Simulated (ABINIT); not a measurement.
Crystal: Ti2O.

```xyz
3
Lattice="2.9194 0.0000 0.0000 -1.4597 2.5283 0.0000 0.0000 0.0000 4.7130" Properties=species:S:1:pos:R:3 pbc="T T T"
Ti    0.0000    1.6855    3.3993
Ti    1.4597    0.8428    1.3137
O     0.0000    0.0000    0.0000
```

- Program: ABINIT 10.8.3 (patched build)
- Task: relaxation of cell and atoms
- Functional: PBEsol
- Potentials or basis: PseudoDojo NC SR PBEsol v0.4.1 standard
- Cutoff: 1143 eV
- k mesh: 8 × 8 × 4
- Occupations: fermi-dirac, width 0.05 eV
- Spin: no spin polarisation

At the start: pressure 4.4 GPa; volume 11.60 Å³/atom.

Q: How do energy, volume and symmetry change on relaxing?

A: Over 10 steps the energy falls by 36.1 meV/atom and the volume is 11.88 Å³/atom (+2.5 %); space group P-3m1 (No. 164, to 0.05 Å).

The path:
```tsv
step	energy change (eV)	largest force (eV/Å)	pressure (GPa)	volume (Å³)
1	0.0000	1.3637	4.37	34.79
2	-0.0440	1.0324	1.49	35.25
3	-0.0907	0.3833	-1.59	35.84
4	-0.1000	0.1330	-1.29	35.83
5	-0.1054	0.0328	-0.30	35.70
6	-0.1074	0.0622	0.27	35.62
7	-0.1081	0.0280	0.31	35.61
8	-0.1082	0.0028	0.12	35.63
9	-0.1082	0.0012	0.02	35.65
10	-0.1082	0.0004	0.00	35.65
```

Final structure:
```cif
data_structure
_symmetry_space_group_name_H-M 'P 1'
_symmetry_Int_Tables_number 1
_cell_length_a 2.9550
_cell_length_b 2.9550
_cell_length_c 4.7148
_cell_angle_alpha 90.000
_cell_angle_beta 90.000
_cell_angle_gamma 120.000
_cell_volume 35.65
loop_
_atom_site_label
_atom_site_type_symbol
_atom_site_fract_x
_atom_site_fract_y
_atom_site_fract_z
_atom_site_occupancy
Ti1 Ti 0.33333 0.66667 0.73748 1
Ti2 Ti 0.66667 0.33333 0.26252 1
O1 O 0.00000 0.00000 0.00000 1
```
